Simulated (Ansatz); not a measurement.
Si2W:

```xyz
9
Lattice="4.6169 0.0000 0.0000 -2.3084 3.9983 0.0000 0.0000 0.0000 6.6532" Properties=species:S:1:pos:R:3 pbc="T T T"
W     2.3084    0.0000    3.3266
W     1.1542    1.9992    5.5444
W    -1.1542    1.9992    1.1089
Si    1.1332    0.6542    1.1089
Si    3.4837    0.6542    5.5444
Si    0.0000    1.3085    3.3266
Si    1.1753    3.3441    1.1089
Si   -1.1753    3.3441    5.5444
Si    2.3084    2.6899    3.3266
```

Measurements of this composition are mostly on another form, of space group No. 139.

Base run:

| Item | Value |
| --- | --- |
| Program | Ansatz 0.2.0 |
| Functional | LDA |
| Potentials or basis | Ansatz PAW |
| Cutoff | 420 eV (not typed: the program's choice for these potentials) |
| k mesh | 5 × 5 × 3 |
| Occupations | fermi-dirac, width 0.05 eV |
| Spin | no spin polarisation |

Its results: band gap on the k mesh 0.40 eV, indirect (least direct gap 0.88 eV); pressure -9.3 GPa; largest force 0.068 eV/Å.

The run is repeated on the same cell with these changes: hubbard terms from none to W d U = 8 eV; hubbard projectors from none to ortho-atomic (the default). What comes out?

Band gap on the k mesh 1.16 eV, indirect (least direct gap 1.71 eV); pressure -10.1 GPa; largest force 0.021 eV/Å.

The U term pushes filled and empty states of the shell apart.

Caveats: odd divisions of the mesh miss points on the zone boundary, where band edges often lie, so the gap on the mesh can be too wide; spin-orbit coupling is left out, which moves the levels of the heavy elements; the PAW data sets come from PBE, with cores solved anew for the run's functional, which leaves a small shift of forces and pressure; the U is typed as a test and isn't derived for this compound (some runs).

A k mesh can miss the band edges.
